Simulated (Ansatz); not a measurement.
# AlP (F-43m): phonons against volume, part 2 of 4

Which modes of AlP drive its thermal expansion?

What experiment has found for this phase:
- heat capacity C_P per formula unit 42 J/mol/K and bulk modulus 86 GPa near room temperature (given in “High-Throughput Prediction of Finite-Temperature Properties using the Quasi-Harmonic Approximation”, 2016, arXiv:1603.06924)

Ansatz 0.2.0; DFT LDA, scalar-relativistic, plane waves, PAW.

So far. Step 2 (Probe on a coarse mesh): The start is under -0.79 GPa at this level and looks like an insulator or semiconductor on this mesh. Step 4 (Tight relaxation): The residual pressure is -0.0010 GPa, small enough for phonons.

The database entry behind the starting cell differs from later determinations by our own check (0.1 to 0.3 % short, probably kX units), so it need not match the best structure at ambient conditions.

### Step 5. Phonons, V/V0 1

The same q-mesh and k-mesh are kept at every volume, so that much of their error can cancel in the differences.

input.yaml

```yaml
crystal:
  lattice:
    - [0.0, 2.7169780645, 2.7169780645]
    - [2.7169780645, 0.0, 2.7169780645]
    - [2.7169780645, 2.7169780645, 0.0]
  atoms:
    - { symbol: Al, position: [0.0, 0.0, 0.0] }
    - { symbol: P, position: [0.25, 0.25, 0.25] }
kpoints:
  mp_grid: { grid: [8, 8, 8] }
hamiltonian:
  xc: lda
scf:
  occupations: { method: fixed }
output:
  eigenvalues: true
phonons:
  method: dfpt
  dielectric: true
  rigid_motions: translations
  qmesh: [4, 4, 4]
  temperatures: { t_max: 1000, t_step: 50 }
  qpath:
    path:
      - [[0.0, 0.0, 0.0], [-0.5, -0.5, 0.0], [-0.375, -0.375, 0.25]]
      - [[-0.375, 0.0, 0.375], [0.0, 0.0, 0.0], [0.0, 0.0, 0.5], [-0.5, -0.25, 0.25], [-0.5, -0.5, 0.0]]
    npoints: 10
```

Run with:

```sh
ansatz run input.yaml --threads 4 --pin off --max-ram 16384MiB --backend cpu --events-out ev --progress --plain --runs-dir out
```

Numbers of over 12 decimals in the logs are rounded to 6 here.

The log of the run:

```text
Warning: phonons: the dynamical matrix that this run interpolates holds no multipole term above the dipole-dipole one, and a site of this crystal is no centre of inversion, so its interpolated transverse optical and acoustic branches and sound speeds can stay off near Gamma, and the density of states and the thermodynamics with them. What a run solves at a wave vector of phonons.qpoints, Gamma apart, where the deck admits one, is free of this, and under fd what a larger phonons.supercell samples
[...]
Crystal: 2 atoms, lattice volume = 40.113 Å³
Basis set: ecut = 420 eV, 749 PW (Γ), exchange–correlation on 54×54×54 points (8 copies of the dense FFT grid, shifted against one another)
Bands: 8, of which v1, the nominal top of the filled ones, is band 4 counted from 1 (3 counted from 0)
Symmetry: 24 space group operations
k-points: 95 of 512 (irreducible under 4 space group operations, time reversal used)
[...]
SCF iter   1: F=—  HF=-1240.043651 eV  |F-HF|=—  |Δ(HF+E_count)|=         —  Δρ=4.28e-3  dr2=7.29e-3  ethr=1.77e-3  ⟨swp⟩=5.4  Hψ=5588  notcnv=0  defer=176
[...]
SCF iter   7: F=-1240.041342 eV  HF=-1240.041342 eV  |F-HF|=9.09e-13  |Δ(HF+E_count)|=  8.05e-11  Δρ=7.44e-8  dr2=3.03e-12  ethr=1.25e-12  ⟨swp⟩=11.0  Hψ=6153  notcnv=0
SCF 1 converged in 7 iterations: F = -1240.041342 eV  dr2 = 3.03e-12
[...]
DFPT response loops at Γ: preconditioner auto → none (the input reference at scf.mixing.eps_inf says where Resta's filter doesn't serve); β = 0.50; Broyden in place of MSR1
── the response to a field inside a basis, on 8×8×8 k-points: an SCF that follows is theirs, and a resumed run solves both again ──
Bands: 5, of which v1, the nominal top of the filled ones, is band 4 counted from 1 (3 counted from 0)
k-points: 60 of 512 (irreducible under 6 space group operations, time reversal used)
[...]
Eigensolver: Dense (60 Hₖ)
SCF iter   1: F=—  HF=-1240.042382 eV  |F-HF|=—  |Δ(HF+E_count)|=         —  Δρ=9.06e-5  dr2=1.63e-6  ethr=1.00e-1
[...]
SCF iter   3: F=-1240.042382 eV  HF=-1240.042382 eV  |F-HF|=2.54e-8  |Δ(HF+E_count)|=   1.04e-7  Δρ=1.90e-5  dr2=2.46e-8  ethr=1.88e-9
SCF 1 converged in 3 iterations: F = -1240.042382 eV  dr2 = 2.46e-8
[...]
WARN: field response: ε∞ stands inside a basis, on 8×8×8 points; the force constants stand on the 8×8×8 k-mesh, whose period is 13.29 times the interband length at k = (0.0000, 0.0000, 0.0000), direct gap 3.228 eV, under 14: take them and everything formed from them as unconverged, and compare with a denser kpoints.mp_grid
NSCF: frozen V_eff on 29 k-points
[...]
DFPT response loops at q = (0, 0, -0.5) (fractional): preconditioner auto → Resta (q_TF=auto, 2.085 Å⁻¹)  ε∞=6.5 (no band partly filled); β = 1.00, the filter's whole step (`scf.mixing.beta` (0.50) is not read by the response loops at its default; to damp them type it under 1.00, their step now; it binds the ground state too); Broyden in place of MSR1
[...]
SCF converged after 7 iterations
Free energy (F): -1240.041342 eV
[...]
Internal energy: -1240.041342 eV  (E = F + TS)
E sigma→0 (E₀):  -1240.041342 eV
Fermi energy:    5.004474 eV
[...]
--- Band table (eV; the first three rows and the last of 95) ---
[...]
--- Phonons (Γ-DFPT): 2 representative perturbations + reference, on 95 of 512 k-points (Σ response iterations 6) ---
  k mesh reduced under 4 symmetry operations, with k and −k counted as one. Each operation leaves every solved perturbation unchanged. A smaller set is not considered because the run solves the response to a homogeneous field
  ASR residual: 3.498e-5 → 0.000e0 eV/Å²; symmetrization residual: 2.292e-7 eV/Å²
  ASR residual per site (eV/Å²): 6.61e-6 3.50e-5
  Γ frequencies (cm⁻¹): 0.00 0.00 0.00 440.24 440.24 440.24
  ε∞ (high-frequency dielectric tensor):
        8.328644     0.000000    -0.000000
        0.000000     8.328644     0.000000
       -0.000000     0.000000     8.328644
  ε⁰ (static dielectric tensor: ions relaxed, cell fixed):
       10.487046     0.000000    -0.000000
        0.000000    10.487046     0.000000
       -0.000000     0.000000    10.487046
  ε⁰ − ε∞ (ionic part):
        2.158402     0.000000    -0.000000
        0.000000     2.158402    -0.000000
       -0.000000    -0.000000     2.158402
  softest optical mode at Γ: 440.24 cm⁻¹; the repairs (sum rule, projections) moved no ω² at Γ by more than (0.57 cm⁻¹)²
  Born effective charges Z* (e; rows j = field, columns β = displacement):
    site 0:
         2.21756    0.00000    0.00000
         0.00000    2.21756    0.00000
        -0.00000    0.00000    2.21756
    site 1:
        -2.21756   -0.00000   -0.00000
        -0.00000   -2.21756   -0.00000
         0.00000   -0.00000   -2.21756
  Z* charge neutrality: 2.729e-4 e pre-enforcement
  solved inside a basis spanned on kpoints, on 8×8×8 k-points, its susceptibility summed on 12×12×12: ε∞ is read to err by 2.3e-2, Z* by 7.6e-3 e (field_mesh: kpoints solves on kpoints); Z* is corrected for what the basis lacks
  optical modes at Γ without the LO–TO term, one row a degenerate level:
      ω (cm⁻¹)  modes    IR ((D/Å)²/amu)
        440.24      3            23.6030
  optical modes at Γ + LO–TO along q̂ = [1.0000, 0.0000, 0.0000]:
      ω (cm⁻¹)  modes    IR ((D/Å)²/amu)
        440.24      2            15.7353
        494.01      1             7.8677
  optical modes at Γ + LO–TO along q̂ = [0.0000, 1.0000, 0.0000]:
      ω (cm⁻¹)  modes    IR ((D/Å)²/amu)
        440.24      2            15.7353
        494.01      1             7.8677
  optical modes at Γ + LO–TO along q̂ = [0.0000, 0.0000, 1.0000]:
      ω (cm⁻¹)  modes    IR ((D/Å)²/amu)
        440.24      2            15.7353
        494.01      1             7.8677
--- Phonons (arbitrary-q DFPT): 8 irreducible q on the 4×4×4 mesh ---
  q = [0.0000, 0.0000, 0.0000] (star 1, of the zone-centre solve; hermiticity 4.46e-8, symmetrization 5.19e-16): -0.00 -0.00 0.00 440.24 440.24 440.24
  q = [0.0000, 0.0000, 0.2500] (star 8, 2 solved perturbations on 288 of 512 k-point pairs; hermiticity 4.06e-8, symmetrization 6.74e-15): 83.75 83.75 211.31 430.86 430.86 464.58
[...]
q = [0.0000, 0.2500, 0.2500] (star 6, 4 solved perturbations in 528 linear systems a pass and spin channel, the states on 164 of 512 k-point pairs; hermiticity 4.27e-8, symmetrization 5.51e-15): 116.19 116.19 216.88 420.84 420.84 471.20
[...]
sum rule: each row above includes the acoustic sum rule's correction from the zone centre's row sums; it moved no ω² by more than (0.55 cm⁻¹)²
  mesh force constants: q→R imaginary residual 1.88e-18; ASR residual 3.498e-5 → 0.000e0 eV/Å²; symmetrization residual 5.329e-15 eV/Å²
  interpolated dispersion: 63 rows × 6 modes
  density of states and harmonic sums: on the 20×20×20 q-mesh, interpolated from the force constants of a 4×4×4 supercell (with the dipole–dipole term)
  largest difference from the sums on the solved wave vectors: F 8.80e-3 eV, S 1.28e-5 and C_V 4.00e-6 eV/K
  zero-point energy: 0.112781 eV/cell   skipped modes (ω ≤ 0): 3   left out of the sums: 6.25e-5 of the cell's modes: C_V's classical limit lies that fraction below 3 k_B per atom; for a crystal, a wire or a layer, F and S can be off by more, and a phonons.interpolated_qmesh denser along its periods is the remedy for the sampling
```

Run time: 37 s. Hardware: 4 threads of Arm Neoverse V1, shared host; peak memory 0.69 GiB.

This step gave:

| Item | Value |
| --- | --- |
| Γ frequencies | 0, 0, 0, 440.2, 440.2, 440.2 cm⁻¹ (negative: imaginary) |
| lowest frequency on the path | 0 cm⁻¹ |
| zero-point energy | 0.1128 eV/cell |
| point group | -43m |
| highest frequency | 494 cm⁻¹ |
| Debye temperature from the second moment | 614 K |

LO-TO term included. Phonon branches along the path, in cm⁻¹:

```csv
point,branch 1,branch 2,branch 3,branch 4,branch 5,branch 6
Γ,0,0,0,440,440,494
halfway,116,116,217,421,421,471
X,138,138,353,412,414,414
halfway,139,158,345,396,414,423
U,140,188,329,373,414,433
jump to K,140,188,329,373,414,433
halfway,99,147,220,427,427,451
Γ,0,0,0,440,440,494
halfway,84,84,211,431,431,465
L,102,102,336,403,427,427
halfway,135,170,312,383,420,434
W,172,192,324,358,417,430
halfway,154,164,338,385,418,423
X,138,138,353,412,414,414
```

The phonon branches as a text plot (rows in cm⁻¹):

```
    484 |******                   **********
    463 |      **                *          *
    443 |***     ***      ******* ********** **      ****
    422 |   **********************          *********************
    401 |             **     **                 *****         ***
    381 |               *** *                        ****    *
    360 |            **    *                             ****  **
    340 |           *  ***                       ***        ***
    319 |         **      **                    *   ********
    298 |                   *                  *
    278 |        *           **               *
    257 |       *              *
    237 |                                    *
    216 |      *                *           *
    196 |                 ***    *                      ****
    175 |    **         **   ***           *          ** *****
    154 |              *        * **                 * **   ***
    134 |   *   ***************           *         ***        **
    113 |      *               * *  *             ***
     93 |  * **                 * **     *  ******
     72 |   *                    ****      *
     51 | **                        **  * *
     31 | *                          *   *
     10 |*                            ***
         Γ           X  U|K            Γ         L        W     X
```

The phonon density of states has structure finer than the step of the table below, so its rows give means over 20 cm⁻¹, whole bins alone (the curve runs from 2.5 to 492 cm⁻¹). Peaks (cm⁻¹: height): 137.5: 0.0337, 312.5: 0.0198, 417.5: 0.0967, 432.5: 0.0903.

Tetrahedra on 20 20 20, mean over bins of 5 cm⁻¹. Table of phonon density of states by wavenumber; means over each step:

```csv
wavenumber (cm⁻¹),phonon density of states (1/cm⁻¹/cell)
20,1.7e-4
40,7.7e-4
60,0.00192
80,0.00412
100,0.0115
120,0.0200
140,0.0279
160,0.0189
180,0.0161
200,0.00404
220,0.00242
240,0.00333
260,0.00464
280,0.00672
300,0.0121
320,0.0125
340,0.00265
360,0.00254
380,0.0122
400,0.0160
420,0.0687
440,0.0404
460,0.00652
480,0.00346
```

Harmonic. Thermo, by row:

```csv
T (K),F_vib (meV/atom),S (J/mol-atom/K),C_V (J/mol-atom/K)
0,56.39,0,0
50,56.25,1.116,2.947
100,54.75,4.867,8.43
150,51.1,9.235,13.25
200,45.19,13.56,16.73
250,37.11,17.56,19.03
300,27.06,21.17,20.55
350,15.23,24.42,21.57
400,1.81,27.35,22.28
450,-13.07,30,22.8
500,-29.25,32.43,23.18
550,-46.64,34.65,23.47
600,-65.13,36.7,23.69
650,-84.65,38.6,23.87
700,-105.1,40.38,24.01
750,-126.5,42.04,24.13
800,-148.7,43.6,24.23
850,-171.7,45.07,24.31
900,-195.4,46.46,24.37
950,-219.8,47.78,24.43
1000,-244.9,49.04,24.48
```

Phonopy on the run's constants, 19x19x19 mesh, Gaussian sigma 3.8 cm⁻¹. The modes by wavenumber; read off at these points; values in 1/cm⁻¹/cell:

```csv
wavenumber (cm⁻¹),Al,P
0.0,2.0e-5,2.0e-5
20.0,1.2e-4,1.4e-4
40.0,4.1e-4,4.7e-4
60.0,9.8e-4,0.00110
80.0,0.00189,0.00209
100.0,0.00550,0.00595
120.0,0.00949,0.00985
140.0,0.0165,0.0159
160.0,0.00961,0.00861
180.0,0.00889,0.00779
200.0,0.00115,0.00132
220.0,0.00100,0.00132
240.0,0.00141,0.00194
260.0,0.00191,0.00283
280.0,0.00278,0.00455
300.0,0.00359,0.00719
308.6,0.00504,0.0120
320.0,0.00260,0.00953
340.0,2.2e-4,0.00234
360.0,0.00168,2.4e-4
380.0,0.00847,0.00308
400.0,0.0101,0.00520
420.0,0.0413,0.0382
431.4,0.0380,0.0391
440.0,0.0183,0.0186
460.0,0.00356,0.00276
480.0,0.00197,0.00161
500.0,4.7e-5,3.7e-5
```

Born charge (rows field, columns displacement) (e), principal values of the symmetric part by kind of site:

```csv
atom,atoms with these values,low,middle,high,mean
Al1,1,2.22,2.22,2.22,2.22
P2,1,-2.22,-2.22,-2.22,-2.22
```

In full for P2:

```
-2.22  0.00  0.00
 0.00 -2.22  0.00
 0.00  0.00 -2.22
```

ε∞:

```
8.33 0.00 0.00
0.00 8.33 0.00
0.00 0.00 8.33
```

No LO-TO term. The modes at Γ (shares of kinetic energy by element, %):

```csv
mode,frequency (cm⁻¹),symmetry,Al %,P %
1,0.0,T2,47,53
2,0.0,T2,47,53
3,0.0,T2,47,53
4,440.2,T2,53,47
5,440.2,T2,53,47
6,440.2,T2,53,47
```

Displacements in mode 5 (440.2 cm⁻¹), the largest set to 1:
```
Al1  0.00 -0.51  1.00
P2   0.00  0.44 -0.87
```

No mode is imaginary beyond numerical noise at the solved wavevectors.

### Step 6. A cell at another volume, V/V0 1.015

Symmetry fixes every atom, so a single point at the scaled cell gives the energy and pressure of this member.

input.yaml, the sections that differ from step 5:

```yaml
crystal:
  lattice:
    - [0.0, 2.7304955908, 2.7304955908]
    - [2.7304955908, 0.0, 2.7304955908]
    - [2.7304955908, 2.7304955908, 0.0]
  atoms:
    - { symbol: Al, position: [0.0, 0.0, 0.0] }
    - { symbol: P, position: [0.25, 0.25, 0.25] }
output:
  forces: true
  stress: true
  eigenvalues: true
# kpoints, hamiltonian, scf: as in step 5
# phonons: removed
```

The log of the run:

```text
[...]
Crystal: 2 atoms, lattice volume = 40.715 Å³
Basis set: ecut = 420 eV, 821 PW (Γ)
Bands: 8, of which v1, the nominal top of the filled ones, is band 4 counted from 1 (3 counted from 0)
Symmetry: 24 space group operations
[...]
k-points: 29 of 512 (time reversal used)
[...]
SCF iter   1: F=—  HF=-1240.041312 eV  |F-HF|=—  |Δ(HF+E_count)|=         —  Δρ=4.31e-3  dr2=7.73e-3  ethr=1.77e-3  ⟨swp⟩=5.4  Hψ=1701  notcnv=0  defer=51
[...]
SCF iter   6: F=-1240.038873 eV  HF=-1240.038873 eV  |F-HF|=1.17e-10  |Δ(HF+E_count)|=   8.32e-9  Δρ=5.72e-7  dr2=2.06e-10  ethr=2.70e-10  ⟨swp⟩=7.4  Hψ=1869  notcnv=0
SCF 1 converged in 6 iterations: F = -1240.038873 eV  dr2 = 2.06e-10
[...]
SCF converged after 6 iterations
Free energy (F): -1240.038873 eV
[...]
Internal energy: -1240.038873 eV  (E = F + TS)
E sigma→0 (E₀):  -1240.038873 eV
Fermi energy:    4.860489 eV
[...]
--- Stress (GPa, compression-positive) ---
       -1.301269       0.000000       0.000000
        0.000000      -1.301269       0.000000
       -0.000000       0.000000      -1.301269
  P = ⅓ Tr σ = -1.3013 GPa (-13.013 kbar)
--- Band table (eV; the first three rows and the last of 29) ---
[...]
```

Elapsed: 0.48 s, on 4 threads; peak memory 0.28 GiB.

This step gave:

```yaml
pressure: -1.301 GPa
gap_on_the_k_mesh: 1.448 eV
volume_per_atom: 20.36 Å³
```

At this level the gap is 1.45 eV on the k-mesh of the self-consistent run, which can miss the band edges.

### Step 7. Lattice dynamics at this volume, V/V0 1.015

The same q-mesh and k-mesh are kept at every volume, so that much of their error can cancel in the differences.

input.yaml, the sections that differ from step 6:

```yaml
output:
  eigenvalues: true
phonons:
  method: dfpt
  dielectric: true
  rigid_motions: translations
  qmesh: [4, 4, 4]
  temperatures: { t_max: 1000, t_step: 50 }
  qpath:
    path:
      - [[0.0, 0.0, 0.0], [-0.5, -0.5, 0.0], [-0.375, -0.375, 0.25]]
      - [[-0.375, 0.0, 0.375], [0.0, 0.0, 0.0], [0.0, 0.0, 0.5], [-0.5, -0.25, 0.25], [-0.5, -0.5, 0.0]]
    npoints: 10
# crystal, kpoints, hamiltonian, scf: as in step 6
```

The log of the run:

```text
[...]
Crystal: 2 atoms, lattice volume = 40.715 Å³
Basis set: ecut = 420 eV, 821 PW (Γ), exchange–correlation on 54×54×54 points (8 copies of the dense FFT grid, shifted against one another)
Bands: 8, of which v1, the nominal top of the filled ones, is band 4 counted from 1 (3 counted from 0)
Symmetry: 24 space group operations
k-points: 95 of 512 (irreducible under 4 space group operations, time reversal used)
[...]
optical modes at Γ + LO–TO along q̂ = [0.0000, 1.0000, 0.0000]:
      ω (cm⁻¹)  modes    IR ((D/Å)²/amu)
        432.37      2            15.8662
        486.52      1             7.9331
  optical modes at Γ + LO–TO along q̂ = [0.0000, 0.0000, 1.0000]:
      ω (cm⁻¹)  modes    IR ((D/Å)²/amu)
        432.37      2            15.8662
        486.52      1             7.9331
--- Phonons (arbitrary-q DFPT): 8 irreducible q on the 4×4×4 mesh ---
[...]
interpolated dispersion: 63 rows × 6 modes
[...]
[key lines of the parts left out:]
SCF converged after 7 iterations
Free energy (F): -1240.038874 eV
Fermi energy:    4.860480 eV
```

The job ended after 37 s (4 threads; peak memory 0.69 GiB).

LO-TO term included. Phonon branches along the path, in cm⁻¹:

```csv
point,branch 1,branch 2,branch 3,branch 4,branch 5,branch 6
Γ,0,0,0,432,432,486
halfway,118,118,213,412,412,464
X,141,141,348,403,403,407
halfway,142,160,339,390,403,414
U,142,189,324,367,404,423
jump to K,142,189,324,367,404,423
halfway,100,147,217,418,418,444
Γ,0,0,0,432,432,486
halfway,85,85,208,422,422,457
L,105,105,334,394,418,418
halfway,137,171,308,375,411,425
W,174,194,318,352,406,420
halfway,156,166,332,379,408,413
X,141,141,348,403,403,407
```

The phonon branches as a text plot (rows in cm⁻¹):

```
    476 |******                   **********
    456 |      **                *          *
    436 |***     ***       ****** *********  **
    416 |   *****   ******* ********       **********************
    395 |        *********** **                 *****         ***
    375 |               *** *                        ***     *
    355 |            **    *                            *****   *
    334 |           *  ***                       ***         ***
    314 |         **      **                    *   *********
    294 |                   *                  *
    274 |        *           **               *
    253 |       *              *
    233 |                                    *
    213 |      *                *           *
    193 |                ****    *                      ****
    172 |    **         *    ***           *          ** *****
    152 |             *****     * **                 * **    ****
    132 |   *   *******    ****  *        *        ****
    111 |      *               *    *          ******
     91 |  * **                 ****     *  ***
     71 |   *                     ***      *
     51 | **                        **  * *
     30 | *                          *   *
     10 |*                            ***
         Γ           X  U|K            Γ         L        W     X
```

No mode is imaginary beyond numerical noise at the solved wavevectors. The highest zone-centre mode (no LO–TO term) moved by -1.8 % for a volume change of +1.5 %.

### Step 8. A cell at another volume, V/V0 0.985

Symmetry fixes every atom, so a single point at the scaled cell gives the energy and pressure of this member.

The cell differs from the one that the last finished run ended in (a 3.862 → 3.823 Å, b 3.862 → 3.823 Å, c 3.862 → 3.823 Å).

input.yaml, the sections that differ from step 7:

```yaml
crystal:
  lattice:
    - [0.0, 2.703324678, 2.703324678]
    - [2.703324678, 0.0, 2.703324678]
    - [2.703324678, 2.703324678, 0.0]
  atoms:
    - { symbol: Al, position: [0.0, 0.0, 0.0] }
    - { symbol: P, position: [0.25, 0.25, 0.25] }
output:
  forces: true
  stress: true
  eigenvalues: true
# kpoints, hamiltonian, scf: as in step 7
# phonons: removed
```

The log of the run:

```text
[...]
Crystal: 2 atoms, lattice volume = 39.512 Å³
Basis set: ecut = 420 eV, 749 PW (Γ)
Bands: 8, of which v1, the nominal top of the filled ones, is band 4 counted from 1 (3 counted from 0)
Symmetry: 24 space group operations
[...]
k-points: 29 of 512 (time reversal used)
[...]
Free energy (F): -1240.038750 eV
[...]
Internal energy: -1240.038750 eV  (E = F + TS)
E sigma→0 (E₀):  -1240.038750 eV
Fermi energy:    5.152607 eV
[...]
--- Stress (GPa, compression-positive) ---
        1.403543       0.000000       0.000000
        0.000000       1.403543       0.000000
       -0.000000       0.000000       1.403543
  P = ⅓ Tr σ = 1.4035 GPa (14.035 kbar)
--- Band table (eV; the first three rows and the last of 29) ---
[...]
[key lines of the parts left out:]
SCF converged after 6 iterations
```

The job ended after 0.47 s (4 threads; peak memory 0.28 GiB; 1.4 s of CPU time).

The run ends at a pressure of 1.40 GPa.

[end of part 2 of 4]

[Logs are printed without paths, hosts, clocks, repeated set-up lines and the standing remarks that a program may print on its own settings, such as how far it seeks lower states.]

[Hosts, paths, dates, database ids (printed as entryN), source tags and the programs' standing remarks are cut or masked in the printed files.]

[A step with changed settings may run another functional than the one named; its input shows which.]

[Of the runs on displaced cells, only some may be shown.]
